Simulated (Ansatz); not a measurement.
The system is ZrS2.

```
CELL_PARAMETERS angstrom
3.69138 0.00000 0.00000
-1.84569 3.19683 0.00000
0.00000 0.00000 6.04108
ATOMIC_POSITIONS crystal
Zr 0.00000 0.00000 0.00000
S 0.33333 0.66667 0.23791
S 0.66667 0.33333 0.76209
```

The cell is a database's computed one.

```yaml
Program: Ansatz 0.2.0
Task: relaxation of cell and atoms
Functional: PBE
Dispersion: D3(BJ)
Potentials_or_basis: Ansatz PAW
Cutoff: "420 eV (not typed: the program's choice for these potentials)"
k_mesh: 8 × 8 × 5
Occupations: fermi-dirac, width 0.05 eV
Spin: no spin polarisation
```

At the start: volume 23.76 Å³/atom.

**Question.** How do energy, volume and symmetry change on relaxing?

**Answer.** It ends after 7 steps and the volume is 21.82 Å³/atom (-8.2 %); space group P-3m1 (No. 164, to 0.05 Å).

The path:
```
step  energy change (eV)  largest force (eV/Å)  volume (Å³)
   1              0.0000                0.0563        71.29
   2             -0.0052                0.3345        63.93
   3             -0.0383                0.0094        66.34
   4             -0.0405                0.0196        65.52
   5             -0.0406                0.0102        65.43
   6             -0.0406                0.0000        65.47
   7             -0.0401                0.0002        65.47
```

Final structure:
```yaml
crystal:
  lattice:
    - [3.63564, 0.00000, 0.00000]
    - [-1.81782, 3.14856, 0.00000]
    - [0.00000, 0.00000, 5.71981]
  atoms:
    - { symbol: Zr, position: [0.00000, 0.00000, 0.00000] }
    - { symbol: S, position: [0.33333, 0.66667, 0.25523] }
    - { symbol: S, position: [0.66667, 0.33333, 0.74477] }
```

Caveat: the plane-wave basis is chosen anew once the cell has moved, so the energies of steps on either side of that aren't comparable.
